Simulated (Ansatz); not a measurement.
# Lattice dynamics of HgTe (model cell, started as NiAs type), part 2 of 2

How does HgTe (model cell, started as NiAs type) vibrate, and is this structure a minimum?

Ansatz 0.2.0; DFT PBE, scalar-relativistic, plane waves, PAW.

So far. Step 3 (Tight relaxation): The forces vanish by symmetry and the pressure is -0.003 GPa, within the tolerances set. The cell now holds 29.40 Å³/atom. The relaxed cell has a = 4.265, c = 7.467 Å (conventional setting).

The structure was built from a prototype and need not be the compound's stable phase.

## 4. Zone-centre response

The zone centre comes first: it holds the modes that light can see, as far as symmetry allows. No field response is asked, since the mesh shows no gap.

input.yaml reads:

```yaml
crystal:
  lattice:
    - [4.2647185345, 2.7785e-06, 0.0]
    - [-2.1323616735, 3.6933532016, 0.0]
    - [0.0, 0.0, 7.4670364397]
  atoms:
    - { symbol: Hg, position: [0.0, 0.0, 0.0] }
    - { symbol: Hg, position: [0.0, 0.0, 0.5] }
    - { symbol: Te, position: [0.3333333333, 0.6666666667, 0.25] }
    - { symbol: Te, position: [0.6666666667, 0.3333333333, 0.75] }
kpoints:
  mp_grid: { grid: [10, 10, 6] }
hamiltonian:
  xc: pbe
scf:
  occupations: { method: methfessel_paxton, width: 0.15 }
output:
  eigenvalues: true
phonons:
  method: dfpt
```

Command:

```
> ansatz run input.yaml --threads 4 --pin off --max-ram 7168MiB --backend cpu --events-out ev --progress --plain --runs-dir out
```

Numbers of over 12 decimals in the logs are rounded to 6 here.

What it wrote:

```text
[...]
Crystal: 4 atoms, lattice volume = 117.614 Å³
Basis set: ecut = 420 eV, 2299 PW (Γ), exchange–correlation on 60×60×100 points (8 copies of the dense FFT grid, shifted against one another)
Bands: 44, of which v1, the nominal top of the filled ones, is band 36 counted from 1 (35 counted from 0)
Symmetry: 24 space group operations
k-points: 172 of 600 (irreducible under 2 space group operations, time reversal used)
[...]
SCF iter   1: F=—  HF=-41586.689501 eV  |F-HF|=—  |Δ(HF+E_count)|=         —  Δρ=1.43e-3  dr2=2.80e-3  ethr=1.77e-3  ⟨swp⟩=7.8  Hψ=29938  notcnv=0  defer=41
[...]
SCF iter   8: F=-41586.690016 eV  HF=-41586.690016 eV  |F-HF|=1.46e-11  |Δ(HF+E_count)|=  1.31e-10  S|Δr|=    0.00e0  Δρ=6.66e-8  dr2=2.25e-12  ethr=1.00e-12  ⟨swp⟩=12.1  Hψ=43804  notcnv=0
SCF 1 converged in 8 iterations: F = -41586.690016 eV  dr2 = 2.25e-12
[...]
DFPT response loops at Γ: preconditioner auto → Kerker (q_TF=auto, 2.514 Å⁻¹) (partly filled bands, converged f_vac=0.042); β = 1.00, the filter's whole step (`scf.mixing.beta` (0.50) is not read by the response loops under this deck's `scf.mixing.preconditioner`; to damp them name `kerker` or `kerker_dos`, under which they read `scf.mixing.beta`, and type it under 1.00, their step now; both keys bind the ground state too); Broyden in place of MSR1
SCF converged after 8 iterations
[...]
Free energy (F): -41586.690016 eV
[...]
Internal energy: -41586.689625 eV  (E = F + TS)
E sigma→0 (E₀):  -41586.689918 eV
Entropy (-TS):   -0.000391 eV (-0.098 meV/atom)
Fermi energy:    10.472399 eV
[...]
--- Band table (eV; the first three rows and the last of 172) ---
  k-point 0: bands = [... 32 lower, 9.4647, 9.9701, 9.9701, 10.8690, 10.8690, 13.3596, 14.8920, 15.6485, ... 4 higher]
  k-point 1: bands = [... 32 lower, 10.0331, 10.0331, 10.4190, 10.8121, 10.8121, 13.2736, 14.8987, 15.6707, ... 4 higher]
  k-point 2: bands = [... 32 lower, 10.2035, 10.2035, 10.6537, 10.6537, 11.4337, 12.9350, 15.0571, 15.7520, ... 4 higher]
  k-point 171: bands = [... 32 lower, 7.6966, 8.3482, 8.8525, 9.5514, 10.4335, 12.8638, 14.4788, 15.6124, ... 4 higher]
--- Phonons (Γ-DFPT): 4 representative perturbations + reference, on 172 of 600 k-points (Σ response iterations 12) ---
  k mesh reduced under 2 symmetry operations, with k and −k counted as one. Each operation leaves every solved perturbation unchanged. A smaller set is not used because it would not reduce the number of displacements times k-points to solve
  ASR residual: 4.006e-4 → 0.000e0 eV/Å²; symmetrization residual: 2.026e-4 eV/Å²
  ASR residual per site (eV/Å²): 2.72e-4 2.72e-4 4.01e-4 4.01e-4
  Γ frequencies (cm⁻¹): 0.00 0.00 0.00 28.94 28.94 47.82 47.82 67.69 77.08 77.08 83.51 86.00
  non-analytic LO–TO correction: not included (Born effective charges unavailable; polar crystals: no LO–TO splitting at Γ)
```

The job ended after 33 s (4 threads of AMD EPYC 9R45, shared host; peak memory 2.5 GiB).

This step gave:

```
sum-rule residual before enforcement                    : 4.01e-4 eV/Å²
point group                                             : 6/mmm
highest optical mode at the zone centre (no LO-TO term) : 86 cm⁻¹
lowest optical zone-centre mode                         : 28.94 cm⁻¹
```

Patterns of degenerate modes are one choice out of their space. Modes at Γ, with each element's share of the kinetic energy:

```csv
mode,frequency (cm⁻¹),symmetry,Hg %,Te %
1,0.0,acoustic,61,39
2,0.0,acoustic,61,39
3,0.0,acoustic,61,39
4,28.9,E2g,0,100
5,28.9,E2g,0,100
6,47.8,E2u,100,0
7,47.8,E2u,100,0
8,67.7,A2u,39,61
9,77.1,E1u,39,61
10,77.1,E1u,39,61
11,83.5,B2u,100,0
12,86.0,B1g,0,100
```

Displacements in mode 5 (28.9 cm⁻¹), the largest set to 1:
```
Hg1  0.00  0.00  0.00
Hg2  0.00  0.00  0.00
Te3  0.00 -1.00  0.00
Te4  0.00  1.00  0.00
```

Displacements in mode 10 (77.1 cm⁻¹), the largest set to 1:
```
Hg1  0.00 -0.64  0.00
Hg2  0.00 -0.64  0.00
Te3  0.00  1.00  0.00
Te4  0.00  1.00  0.00
```

Before it was imposed, the acoustic sum rule was missed by 4.0e-4 eV/Å². Small misses are needed for a sound result but don't prove that mesh and cutoff are converged. The lowest optical mode is real, 28.9 cm⁻¹.

## 5. Response at finite wavevector

The mesh has a single point along some directions, so zone-edge points there are not solved. Linear response on a 2×2×1 q mesh gives force constants as far as a supercell of that size would.

input.yaml: that of step 4 with these lines changed.

```diff
@@ -20 +20,9 @@
   method: dfpt
+  qmesh: [2, 2, 1]
+  temperatures: { t_max: 1000, t_step: 50 }
+  qpath:
+    path:
+      - [[0.0, 0.0, 0.0], [0.5, 0.0, 0.0], [0.33333333, 0.33333333, 0.0], [0.0, 0.0, 0.0], [0.0, 0.0, 0.5], [0.5, 0.0, 0.5], [0.33333333, 0.33333333, 0.5], [0.0, 0.0, 0.5]]
+      - [[0.5, 0.0, 0.5], [0.5, 0.0, 0.0]]
+      - [[0.33333333, 0.33333333, 0.5], [0.33333333, 0.33333333, 0.0]]
+    npoints: 10
```

What it wrote:

```text
[...]
Crystal: 4 atoms, lattice volume = 117.614 Å³
Basis set: ecut = 420 eV, 2299 PW (Γ), exchange–correlation on 60×60×100 points (8 copies of the dense FFT grid, shifted against one another)
Bands: 44, of which v1, the nominal top of the filled ones, is band 36 counted from 1 (35 counted from 0)
Symmetry: 24 space group operations
k-points: 56 of 600
[...]
SCF iter   1: F=—  HF=-41586.689508 eV  |F-HF|=—  |Δ(HF+E_count)|=         —  Δρ=1.43e-3  dr2=2.80e-3  ethr=1.77e-3  ⟨swp⟩=7.6  Hψ=9747  notcnv=0  defer=13
[...]
SCF iter   8: F=-41586.690016 eV  HF=-41586.690016 eV  |F-HF|=1.46e-11  |Δ(HF+E_count)|=  1.31e-10  S|Δr|=    0.00e0  Δρ=6.68e-8  dr2=2.26e-12  ethr=1.00e-12  ⟨swp⟩=12.0  Hψ=14127  notcnv=0
SCF 1 converged in 8 iterations: F = -41586.690016 eV  dr2 = 2.26e-12
[...]
phonons: the bands overlap, so this run is a metal and interpolates without the dipole-dipole term. If the crystal is really an insulator or semiconductor, its LO-TO splitting is missing
NSCF: frozen V_eff on 56 k-points
WARN: eigensolver did not converge (k=20): 1 band(s) unlocked after 20 sweeps at ethr=2.84e-12 eV (storage-precision floor; scheduled 1.00e-12 eV) (lowest unlocked band 43, counted from 0; max residual 7.52e-6 eV among the unlocked bands, 7.52e-6 eV over every band; other slots of this pass that fall short are told together in one closing line; warning suppressed until the next SCF loop or pass starts)
[...]
DFPT response loops at q = (0, 0, 0) (fractional): preconditioner auto → Kerker (q_TF=auto, 2.514 Å⁻¹) (partly filled bands, converged f_vac=0.042); β = 1.00, the filter's whole step (`scf.mixing.beta` (0.50) is not read by the response loops under this deck's `scf.mixing.preconditioner`; to damp them name `kerker` or `kerker_dos`, under which they read `scf.mixing.beta`, and type it under 1.00, their step now; both keys bind the ground state too); Broyden in place of MSR1
[...]
SCF converged after 8 iterations
[...]
Free energy (F): -41586.690016 eV
[...]
Internal energy: -41586.689625 eV  (E = F + TS)
E sigma→0 (E₀):  -41586.689918 eV
Entropy (-TS):   -0.000391 eV (-0.098 meV/atom)
Fermi energy:    10.472399 eV
[...]
--- Band table (eV; the first three rows and the last of 56) ---
  k-point 0: bands = [... 32 lower, 9.4647, 9.9701, 9.9701, 10.8690, 10.8690, 13.3596, 14.8920, 15.6485, ... 4 higher]
  k-point 1: bands = [... 32 lower, 10.0331, 10.0331, 10.4190, 10.8121, 10.8121, 13.2736, 14.8987, 15.6707, ... 4 higher]
  k-point 2: bands = [... 32 lower, 10.2035, 10.2035, 10.6537, 10.6537, 11.4337, 12.9350, 15.0571, 15.7520, ... 4 higher]
  k-point 55: bands = [... 32 lower, 7.4342, 7.4342, 10.1438, 10.1438, 11.4164, 11.4164, 13.6581, 13.6581, ... 4 higher]
--- Phonons (Γ-DFPT): 4 representative perturbations + reference (Σ response iterations 12) ---
  ASR residual: 3.690e-4 → 0.000e0 eV/Å²; symmetrization residual: 4.967e-5 eV/Å²
  ASR residual per site (eV/Å²): 2.68e-4 2.68e-4 3.69e-4 3.69e-4
[...]
--- Phonons (arbitrary-q DFPT): 2 irreducible q on the 2×2×1 mesh ---
  q = [0.0000, 0.0000, 0.0000] (star 1, of the zone-centre solve; hermiticity 3.08e-5, symmetrization 1.40e-6): -0.00 0.00 0.00 28.94 28.94 47.82 47.82 67.69 77.08 77.08 83.51 86.00
  q = [0.0000, -0.5000, 0.0000] (star 3, 6 solved perturbations in 1320 linear systems a pass and spin channel, the states on 304 of 600 k-point pairs; hermiticity 1.82e-5, symmetrization 1.42e-6): -31.77 20.90 32.81 34.02 40.41 53.04 53.66 75.71 89.18 91.59 97.44 112.28
  sum rule: each row above includes the acoustic sum rule's correction from the zone centre's row sums; it moved no ω² by more than (0.89 cm⁻¹)²
  mesh force constants: q→R imaginary residual 2.45e-17; ASR residual 3.690e-4 → 0.000e0 eV/Å²; symmetrization residual 2.665e-15 eV/Å²
  interpolated dispersion: 93 rows × 12 modes
  density of states and harmonic sums: on the 18×18×9 q-mesh, interpolated from the force constants of a 2×2×1 supercell (no non-analytic term)
  largest difference from the sums on the solved wave vectors: F 2.62e-1 eV, S 3.48e-4 and C_V 8.57e-5 eV/K
  zero-point energy: 0.043020 eV/cell   skipped modes (ω ≤ 0): 106, of them read as no rigid motion or as one in doubt: 103 (5.072e-1 modes/cell left out, lowest -31.77 cm⁻¹)   left out of the sums: 4.24e-2 of the cell's modes: C_V's classical limit lies that fraction below 3 k_B per atom; for a crystal, a wire or a layer, F and S can be off by more, and a phonons.interpolated_qmesh denser along its periods is the remedy for the sampling
```

It took 90 s on 4 threads; peak memory 3.4 GiB.

Numbers from this step:

| Quantity | Value |
| --- | --- |
| sum-rule residual before enforcement | 3.69e-4 eV/Å² |
| lowest mode on the q mesh (acoustic modes at Γ apart) | -31.77 cm⁻¹ |
| highest frequency at a solved wavevector (no LO-TO term at Γ) | 112.3 cm⁻¹ |

Frequencies (cm⁻¹) solved at each irreducible wavevector; negative means imaginary. Frequencies by wavevector, by row:

| q in reciprocal lattice units | star | mode 1 | mode 2 | mode 3 | mode 4 | mode 10 | mode 11 | mode 12 |
| --- | --- | --- | --- | --- | --- | --- | --- | --- |
| 0 0 0 | 1 | 0 | 0 | 0 | 28.9 | 77.1 | 83.5 | 86 |
| 0 -0.5 0 | 3 | -31.8 | 20.9 | 32.8 | 34 | 91.6 | 97.4 | 112.3 |

Symmetry leaves 2 wavevectors to solve. The lowest mode among them, the acoustic zeros apart, lies at q = (0, -0.5, 0) and is imaginary, 31.8i cm⁻¹, so the energy falls along it.

## 6. Another isotope

An isotope changes the mass and not the force constants, so no new electronic calculation is needed; the shifts show which modes move this element.

The same force constants with the mass of Te changed from 127.600 to 129.906 u (phonopy, no LO-TO term). Both lists are sorted by frequency; levels can cross, so a row need not hold one and the same mode. Modes under 3 cm⁻¹ are left out. Isotope shifts, by row:

| q | rank | natural mass (cm⁻¹) | changed mass (cm⁻¹) |
| --- | --- | --- | --- |
| 0 0 0 | 4 | 28.94 | 28.68 |
| 0 0 0 | 5 | 28.94 | 28.68 |
| 0 0 0 | 6 | 47.82 | 47.82 |
| 0 0 0 | 7 | 47.82 | 47.82 |
| 0 0 0 | 8 | 67.69 | 67.32 |
| 0 0 0 | 9 | 77.08 | 76.66 |
| 0 0 0 | 10 | 77.08 | 76.66 |
| 0 0 0 | 11 | 83.51 | 83.51 |
| 0 0 0 | 12 | 86 | 85.23 |
| 0 -0.5 0 | 1 | -31.77 | -31.49 |
| 0 -0.5 0 | 2 | 20.9 | 20.86 |
| 0 -0.5 0 | 3 | 32.81 | 32.77 |
| 0 -0.5 0 | 4 | 34.02 | 33.72 |
| 0 -0.5 0 | 5 | 40.41 | 40.33 |
| 0 -0.5 0 | 6 | 53.04 | 53.04 |
| 0 -0.5 0 | 7 | 53.66 | 53.66 |
| 0 -0.5 0 | 8 | 75.71 | 75.69 |
| 0 -0.5 0 | 9 | 89.18 | 88.56 |
| 0 -0.5 0 | 10 | 91.59 | 90.77 |
| 0 -0.5 0 | 11 | 97.44 | 96.69 |
| 0 -0.5 0 | 12 | 112.3 | 111.5 |

A mode of this element alone would shift by -0.89 %. The highest zone-centre frequency without the field goes from 86.0 to 85.2 cm⁻¹ (-0.9 %). The product of the frequency ratios over all optical modes at Γ is 0.957; the product rule, (m/m′)^(3k/2) (M′/M)^(3/2) with k = 2 such atoms and M the mass of the cell, gives 0.958.

## 7. Summary of results

```json
{
  "space group after relaxation (within 0.01 Å)": "P6_3/mmc",
  "volume per atom": "29.4 Å³",
  "electronic character": "no gap on this mesh",
  "highest optical mode at the zone centre (no LO-TO term)": "86.0 cm⁻¹",
  "lowest optical zone-centre mode": "28.9 cm⁻¹",
  "lowest mode on the q mesh (acoustic modes at Γ apart)": "-31.8 cm⁻¹",
  "imaginary modes on the 2×2×1 q mesh": "yes"
}
```

Modes are clearly imaginary (beyond 10i cm⁻¹) at 1 of the 2 irreducible wavevectors, most at q = (0, -0.5, 0) (31.8i cm⁻¹), so this structure is not a minimum of the energy. The optical modes at Γ span 29 to 86 cm⁻¹. The highest mode in this list at Γ, 86.0 cm⁻¹, is mostly motion of Te (100 % of the kinetic energy). The q mesh is too sparse to interpolate, so only the solved wavevectors are given. With no gap, or one that is small against the smearing, the frequencies hang on the k mesh and the smearing, most of all near Kohn anomalies. Spin-orbit coupling is left out, which can matter for the heavy elements here. A phonon run warned that its eigensolver left some bands unconverged in a pass. The starting cell was built on a prototype and not taken from a measurement, so the phase need not exist. These are harmonic frequencies at zero temperature: anharmonic shifts, linewidths and thermal expansion are left out.

[Logs are printed without paths, hosts, clocks, repeated set-up lines and the standing remarks that a program may print on its own settings, such as how far it seeks lower states.]

[Hosts, paths, dates, database ids (printed as entryN), source tags and the programs' standing remarks are cut or masked in the printed files.]
